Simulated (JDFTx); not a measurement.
## NaCl under changes of volume

One of the cells (21.478 Å³/atom); the others are scaled copies at fixed shape and fractional positions:

```
Cl Na
1.0
     3.50219    0.00000    0.00000
     0.00000    3.50219    0.00000
     0.00000    0.00000    3.50219
Cl Na
1 1
Direct
  0.50000 0.50000 0.50000
  0.00000 0.00000 0.00000
```

Measurements of this composition are mostly on another form, of space group No. 225.

| Property | Result |
| --- | --- |
| Program | JDFTx 1.7.0 (patched build) |
| Functional | PBEsol |
| Potentials or basis | PseudoDojo-SR-PBEsol-0.4.1-standard with smoothed tails |
| Cutoff | 1197 eV |
| Density cutoff | 9578 eV |
| k mesh | 8 × 8 × 8 |
| Occupations | fermi-dirac, width 0.05 eV |
| Spin | no spin polarisation |

| volume (Å³/atom) | energy over the lowest point (meV/atom) | pressure (GPa) | gap on the mesh (eV) |
| --- | --- | --- | --- |
| 20.189 | ? | ? | ? |
| 20.619 | 0.00 | -0.2 | 3.97 |
| 21.048 | 1.24 | -0.7 | 3.91 |
| 21.478 | 3.86 | -1.2 | 3.84 |
| 21.907 | 7.72 | -1.6 | 3.78 |
| 22.337 | 12.65 | -2.0 | 3.72 |
| 22.766 | 18.54 | -2.4 | 3.67 |

Problem. What does the run at 20.189 Å³/atom give?

Solution. Energy over the lowest point 0.31 meV/atom; pressure 0.4 GPa; gap on the mesh 4.05 eV.

Worked out: A Birch-Murnaghan fit of order 3 (a polynomial in V^(-2/3)) to the other rows has its minimum at 20.49 Å³/atom, just outside them, with B0 = V·E''(V) = 29 GPa and B' = 4.9. It gives 0.33 meV/atom at 20.189 Å³/atom, against the run's 0.31, and -dE/dV = 0.4 GPa, against 0.4. A straight line through the other rows of the gap, of slope -3.07 eV per unit of ln V, extrapolates to 4.03 eV, against the run's 4.05.

Energies are extrapolated to zero smearing.

A mesh can miss the band edges.
